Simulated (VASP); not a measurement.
# InPd, relaxation of the cell: which settings are enough?

InPd, P1 (no. 1), 2 atoms in the cell. PBE, relaxation of the cell; PAW potentials In_d, Pd (PBE set). VASP 6.6.1.

Wanted: cell lengths a, b, c within 0.2 %; volume within 0.4 %.

The series start from Relaxations run in a row: 2; Cutoff ENCUT (eV): 350; Force threshold EDIFFG (eV/Å): -0.01; Relaxation method: conjugate gradient, POTIM 0.5; Precision mode: Accurate. Each series keeps the choices made before it, and each single choice may use up half of a tolerance. Times cover all steps of a run.

## Relaxations run in a row

| Relaxations run in a row | Cell lengths a, b, c, largest deviation against the largest value | Volume (Å³/atom) | Time (s) |
|---|---|---|---|
| 1 | 0.059 % | 17.96 | 324 |
| 2 | 0 % | 17.94 | 350 |
| 3 (reference) | 0 % | 17.94 | 298 |

Chosen: 1, the loosest value from which every tighter one stays within half of the tolerance.

## Cutoff ENCUT (eV)

| Cutoff ENCUT (eV) | Cell lengths a, b, c, largest deviation against the largest value | Volume (Å³/atom) | Time (s) |
|---|---|---|---|
| 200 | 3.3 % | 16.38 | 152 |
| 250 | 0.18 % | 17.99 | 113 |
| 300 | 0.22 % | 17.97 | 114 |
| 350 | 0.23 % | 17.96 | 324 |
| 400 | 0.037 % | 18.06 | 162 |
| 450 | 0.03 % | 18.09 | 177 |
| 500 (reference) | 0 % | 18.07 | 228 |

Chosen: 400.

## Force threshold EDIFFG (eV/Å)

| Force threshold EDIFFG (eV/Å) | Cell lengths a, b, c, largest deviation against the largest value | Volume (Å³/atom) | Time (s) |
|---|---|---|---|
| -0.05 | 0.21 % | 18.02 | 114 |
| -0.02 | 0.12 % | 18.06 | 145 |
| -0.01 | 0.12 % | 18.06 | 162 |
| -0.005 | 0.12 % | 18.06 | 137 |
| -0.002 (reference) | 0 % | 18.06 | 179 |

Chosen: -0.002; the next looser run is off by more than half of the tolerance, so convergence isn't shown beyond this value.

## Relaxation method

| Relaxation method | Cell lengths a, b, c, largest deviation against the largest value | Volume (Å³/atom) | Time (s) |
|---|---|---|---|
| conjugate gradient, POTIM 0.5 | 0 % | 18.06 | 179 |
| conjugate gradient, POTIM 0.2 | 0.025 % | 18.06 | 271 |
| conjugate gradient, POTIM 1.0 | 0.0039 % | 18.06 | 265 |
| quasi-Newton, POTIM 0.5 | 0.035 % | 18.06 | 97 |
| quasi-Newton, POTIM 0.5, at least 5 electronic steps | 0.035 % | 18.06 | 114 |
| velocity quench, POTIM 0.1 | 0.032 % | 18.06 | 230 |

Chosen: quasi-Newton, POTIM 0.5, the fastest of those that stay within half of the tolerance.

## Precision mode

| Precision mode | Cell lengths a, b, c, largest deviation against the largest value | Volume (Å³/atom) | Time (s) |
|---|---|---|---|
| Accurate | 0 % | 18.06 | 97 |
| Normal | 0.0057 % | 18.06 | 67 |
| High | 0.025 % | 18.06 | 119 |

Chosen: Normal.

## All choices together

| Input | Cell lengths a, b, c, largest deviation against the largest value | Volume (Å³/atom) | Time (s) |
|---|---|---|---|
| EDIFF and PREC left to the program (naive) | 0.29 % | 17.98 | 168 |
| chosen settings | 0.08 % | 18.06 | 67 |
| reference settings throughout | 0 % | 18.08 | 310 |

The chosen settings stay within the tolerance of the reference run, but the reference itself isn't shown to be converged in: Force threshold EDIFFG (eV/Å).

Values of the reference run: Cell lengths a, b, c: 3.306, 3.307, 3.307 Å.

## The input

INCAR.step1:
```
SYSTEM = InPd
PREC = Normal
ENCUT = 400
EDIFF = 1E-7
ISMEAR = 1
SIGMA = 0.1
LREAL = .FALSE.
LASPH = .TRUE.
NELM = 100
ALGO = Normal
LWAVE = .FALSE.
LCHARG = .FALSE.
IBRION = 1
NSW = 60
ISIF = 3
EDIFFG = -0.002
POTIM = 0.5
KPAR = 8
```

INCAR.step2, as INCAR.step1 but for:
```
- IBRION = 1
- NSW = 60
- ISIF = 3
- EDIFFG = -0.002
- POTIM = 0.5
+ NSW = 0
+ ISIF = 2
```

KPOINTS:
```
k-points
0
Gamma
  9 9 9
```

POSCAR.step1:
```
InPd
1.0
    3.3498900000     -0.0096390000     -0.0041340000
   -0.0096390000      3.3722990000      0.0205670000
   -0.0041340000      0.0205670000      3.3506500000
In Pd
1 1
Direct
    0.0087280000     -0.0004430000     -0.0006140000
    0.4912720000      0.5004430000      0.5006140000
```

POSCAR.step2:
```
InPd
1.0
    3.3035999844     -0.0002490465     -0.0000861840
   -0.0002231681      3.3082743511      0.0005009942
   -0.0000864920      0.0005642411      3.3048790272
In Pd
1 1
Direct
   -0.0000531627      1.0000039405      1.0000040056
    0.5000531627      0.4999960595      0.4999959944
```

Commands (each step's output is kept before the next begins):
```
cat potpaw_PBE.64/In_d/POTCAR potpaw_PBE.64/Pd/POTCAR > POTCAR
cp INCAR.step1 INCAR
cp POSCAR.step1 POSCAR
mpirun -np 8 vasp_std > vasp.out
cp CONTCAR POSCAR
cp INCAR.step2 INCAR
cp POSCAR.step2 POSCAR
mpirun -np 8 vasp_std > vasp.out
```

Limits: the start was distorted on purpose (volume up by 6 %, random strain, atoms moved at random), so the space group given is the start's and not the crystal's.

The chosen input took VASP 6.6.1 67 s on 8 cores (AMD EPYC 7R43 (Zen 3)), a shared host.

## An input that fails: cell relaxed at a low cutoff

It runs to its end, but against the unchanged starting input it is off by 5.2 % in the cell lengths a, b, c, 14 % in the volume.

Changes against the starting input:
```
(all steps)
- PREC = Accurate
- ENCUT = 350
+ PREC = Low
+ ENCUT = 200
(POSCAR.step3)
-    3.2952887349     -0.0000876458      0.0001662477
-   -0.0000705283      3.3024005146      0.0007470555
-    0.0001561858      0.0008339786      3.2972708316
+    3.1280917846     -0.0023951440     -0.0006328048
+   -0.0023650133      3.1403918616      0.0052472313
+   -0.0006327792      0.0053094019      3.1269181314
-    0.0000604736      0.9999518514      0.9999693476
-    0.4999395264      0.5000481486      0.5000306524
+    0.9999959395      0.9999686840      0.9999878063
+    0.5000040605      0.5000313160      0.5000121937
```
